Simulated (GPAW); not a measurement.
Write an ASE script for GPAW 26.7.0 that does the following.

```
Task                : single point
Functional          : TB-mBJ
Potentials or basis : GPAW PAW data sets for LDA (gpaw-data 1.2.1)
Cutoff              : 800 eV
Basis               : pw
k mesh              : 10 × 10 × 4
Occupations         : fermi-dirac, width 0.05 eV
Spin                : no spin polarisation
Maxiter             : 150
```

Crystal: C.

```
CELL_PARAMETERS angstrom
1.22805 -2.12706 0.00000
1.22805 2.12706 0.00000
0.00000 0.00000 7.17327
ATOMIC_POSITIONS crystal
C 0.91662 0.08338 0.75314
C 0.41662 0.58338 0.24686
C 0.08338 0.91662 0.24686
C 0.58338 0.41662 0.75314
```

This is a stacking variant of graphite.

The input as run:

run.py

```python
from ase import Atoms
from ase.dft.bandgap import bandgap
from ase.io import write
from gpaw import GPAW, PW

atoms = Atoms(['C', 'C', 'C', 'C'],
              cell=[[1.22804797, -2.12706182, 0.0],
                    [1.22804797, 2.12706182, 0.0],
                    [0.0, 0.0, 7.17326776]],
              scaled_positions=[[0.91662054, 0.08337946, 0.7531376],
                                [0.41662054, 0.58337946, 0.2468624],
                                [0.08337946, 0.91662054, 0.2468624],
                                [0.58337946, 0.41662054, 0.7531376]],
              pbc=True)

calc = GPAW(mode=PW(800),
            xc='TB09',
            kpts={'size': (10, 10, 4), 'gamma': True},
            occupations={'name': 'fermi-dirac', 'width': 0.05},
            nbands=18,
            convergence={'density': 1e-05, 'energy': 1e-05},
            eigensolver='cg',
            maxiter=150,
            txt='gpaw.txt')
atoms.calc = calc
energy = atoms.get_potential_energy()
calc.write('gs.gpw')
write('result.traj', atoms)
print('Fermi level:', round(calc.get_fermi_level(), 4), 'eV')
print(f'Gap: {bandgap(calc)[0]:.4f} eV, direct: {bandgap(calc, direct=True)[0]:.4f} eV')
```

Potentials or basis: GPAW PAW data sets for LDA (gpaw-data 1.2.1), pw.

The run is started by

```bash
$ OMP_NUM_THREADS=1 python run.py
```

It gave:

The band gap on the k mesh is 1.38 eV.

Caveat: a model potential gives levels but no total energy.

It took 4.6 min on 1 thread of Intel(R) Xeon(R) Platinum 8259CL CPU @ 2.50GHz (Skylake/Cascade Lake) (shared host), peak memory 0.28 GiB.
